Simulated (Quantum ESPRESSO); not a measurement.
The system is CuO.

```
Cu O
1.0
     1.99097   -2.15355    0.00000
     1.99097    2.15355    0.00000
     0.00000    0.00000    5.15593
Cu O
2 2
Direct
  0.50000 0.00000 0.00000
  0.00000 0.50000 0.50000
  0.50000 0.50000 0.25000
  0.50000 0.50000 0.75000
```

Measurements of this composition are mostly on another form, of space group No. 15.

* Program: Quantum ESPRESSO 7.5
* Task: single point
* Functional: PBE
* Potentials or basis: SSSP 1.3 efficiency PBE
* Cutoff: 748 eV
* Density cutoff: 5987 eV
* k mesh: 9 × 9 × 5
* Occupations: fermi-dirac, width 0.05 eV
* Spin: no spin polarisation

On this cell: pressure 1.2 GPa; largest force under 0.003 eV/Å; band gap on the k mesh none (metal or under the smearing width).

The same run follows on a disturbed copy (atoms moved at random, drawn with an rms of 0.05 Å):

```
Cu O
1.0
     1.99097   -2.15355    0.00000
     1.99097    2.15355    0.00000
     0.00000    0.00000    5.15593
Cu O
2 2
Direct
  0.50139 0.99208 0.99690
  0.99817 0.48870 0.49358
  0.49427 0.50718 0.25213
  0.50850 0.50044 0.74135
```

Q: What does the disturbed cell give?

A: The energy (extrapolated to zero smearing) moves by +7.6 meV/atom; pressure 1.5 GPa; largest force 0.646 eV/Å; band gap on the k mesh none (metal or under the smearing width).

Forces in eV/Å, atoms in the order of the input:
```
Cu   0.292  0.315 -0.094
Cu   0.195  0.073  0.261
O   -0.183 -0.316 -0.533
O   -0.304 -0.072  0.365
```

Stress tensor (GPa, compression positive):
```
 1.98 -0.95 -0.96
-0.95  0.95  0.41
-0.96  0.41  1.46
```

Caveats: the run has no spin polarisation, though such a crystal can be magnetic; semilocal functionals often make such compounds metallic where correlation or magnetic order opens a gap, which also shifts bond lengths.
